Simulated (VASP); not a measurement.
Input of a VASP 6.6.1 run:

Contents of INCAR:

```
SYSTEM = H19C2NO8
PREC = Accurate
ENCUT = 520
EDIFF = 1E-7
ISMEAR = -1
SIGMA = 0.05
LREAL = Auto
LASPH = .TRUE.
NELM = 100
ALGO = Normal
ISIF = 2
LWAVE = .FALSE.
LCHARG = .FALSE.
GGA = PE
IVDW = 12
NBANDS = 61
```

KPOINTS

```
regular mesh
0
G
  1 1 1
  0 0 0
```

Contents of POSCAR:

```
H19C2NO8
1.0
    6.8894190000      0.0000000000      0.0000000000
    0.0000000000      6.8894190000      0.0000000000
    0.0000000000      0.0000000000      6.8894190000
O H C N
8 19 2 1
Direct
    0.8864898477      0.1159604315      0.5814278388
    0.3269361321      1.0657212168      0.7911697634
    0.3000978747      0.4419240577      0.8316521321
    0.6028084516      0.7273472553      0.9504575059
    0.5755637740      0.8675187269      0.4112248072
    0.9187857496      0.3089955771      0.0868433173
    0.0108717440      0.7740565641      0.7174480170
    0.5824148597      0.2892551607      0.3058022745
    0.9742621257      0.2275228143      0.5543283113
    0.7570885150      0.1356718179      0.5113493605
    0.2291920407      1.0035243901      0.7115694371
    0.4427368984      0.9875869068      0.8121439558
    0.3076892260      0.4624047398      0.6898114340
    0.3079069512      0.2992705190      0.8061202258
    0.6954577737      0.6799992859      0.8517409088
    0.4907815884      0.6479356242      0.9585423677
    0.5261982179      0.9994747017      0.3874782474
    0.6332319169      0.8252655267      0.2946257152
    1.0111012264      0.3290988689      0.2036020744
    0.9934800017      0.2632732891     -0.0232675644
    0.0576681430      0.6648310982      0.6433488804
   -0.0680028316      0.8656462903      0.6393572520
    0.6215473322      0.4236641726      0.3318276911
    0.6833087086      0.2788333820      0.1990443606
    0.1474870377      0.7343870361      0.0317298164
    0.0062850002      0.9015564302      0.1747897755
    0.2801977932      0.8964036009      0.1778669580
    0.1478208830      0.8140309074      0.1733673043
    0.1418842431      0.6488936150      0.3073698958
    0.1013147843      0.5201454578      0.4059413428
```

Potentials or basis: VASP PAW PBE potentials, release 64 (O, H, C, N).

The run is started by

```bash
$ cat potpaw_PBE.64/O/POTCAR potpaw_PBE.64/H/POTCAR potpaw_PBE.64/C/POTCAR potpaw_PBE.64/N/POTCAR > POTCAR
$ mpirun -np 1 vasp_gam > vasp.out
```

Estimate the band gap on the k mesh.

4.57 eV, direct.

Predict the pressure.

-0.9 GPa.

What does it give for the largest force?

2.956 eV/Å.

Forces on the atoms (eV/Å):
```
O   -0.757  0.692 -0.655
O    0.065  0.854  0.205
O   -0.051 -0.285 -1.559
O    1.565  1.484  0.040
O   -0.970  0.786  1.632
O    0.724  0.189  1.932
O   -0.345  0.574  0.866
O    1.351  0.646 -0.894
H   -0.942 -0.536 -0.068
H    1.748  0.215  0.601
H    0.028 -0.955  0.067
H   -0.143 -0.503 -0.202
H   -0.058  1.151  0.397
H    0.289 -0.517  1.360
H   -0.569 -0.004  0.550
H   -0.916 -1.393 -0.555
H    0.240 -0.395 -0.107
H    0.638 -0.339 -1.687
H   -1.133 -0.250 -2.021
H    0.249  0.031 -0.008
H   -0.218 -0.147 -0.439
H    0.439 -0.268 -0.032
H   -0.746 -0.054  0.666
H   -0.542 -0.765  0.216
H   -0.081  0.533 -0.005
H    1.339 -0.625  0.285
H    0.331  0.477  0.276
C   -1.331 -1.380 -0.625
C   -0.205  2.620 -1.354
N    0.002 -1.836  1.119
```

Caveat: the standard files for N, O and F lose accuracy on very short bonds. As with any semilocal functional, this PBE gap is likely too small.
